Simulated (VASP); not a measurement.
A run of VASP 6.6.1 is set up as follows.

INCAR

```
SYSTEM = HfS2
PREC = Accurate
ENCUT = 600
EDIFF = 1E-6
ISMEAR = 0
SIGMA = 0.03
LREAL = .FALSE.
LASPH = .TRUE.
NELM = 80
ALGO = Normal
ISIF = 3
LWAVE = .FALSE.
LCHARG = .FALSE.
GGA = CA
IBRION = 2
NSW = 90
EDIFFG = -0.01
```

The input KPOINTS:

```
regular mesh
0
G
  9 9 5
  0 0 0
```

The input POSCAR:

```
HfS2
1.0
    3.6396641800      0.0000000000      0.0000000000
   -1.8198320900      3.1520416411      0.0000000000
    0.0000000000      0.0000000000      6.0555624700
Hf S
1 2
Direct
    0.0000000000      0.0000000000      0.0000000000
    0.6666666700      0.3333333300      0.7639520500
    0.3333333300      0.6666666700      0.2360479500
```

Potentials or basis: VASP PAW LDA potentials, release 64 (Hf_pv, S).

The run is started by

```console
$ cat potpaw_LDA.64/Hf_pv/POTCAR potpaw_LDA.64/S/POTCAR > POTCAR
$ mpirun -np 1 vasp_std > vasp.out
```

Task: What does it give for the band gap on the k mesh?

Result: 0.65 eV, indirect (least direct gap 1.62 eV).

Task: Predict the relaxed volume.

Result: 20.72 Å³/atom.

Forces on the atoms (eV/Å):
```
Hf   0.000  0.000  0.000
S    0.000  0.000 -0.006
S    0.000  0.000  0.006
```

Caveat: spin-orbit coupling is left out, which moves the levels of the heavy elements; an odd mesh through Γ misses points on the zone boundary, where band edges often lie.
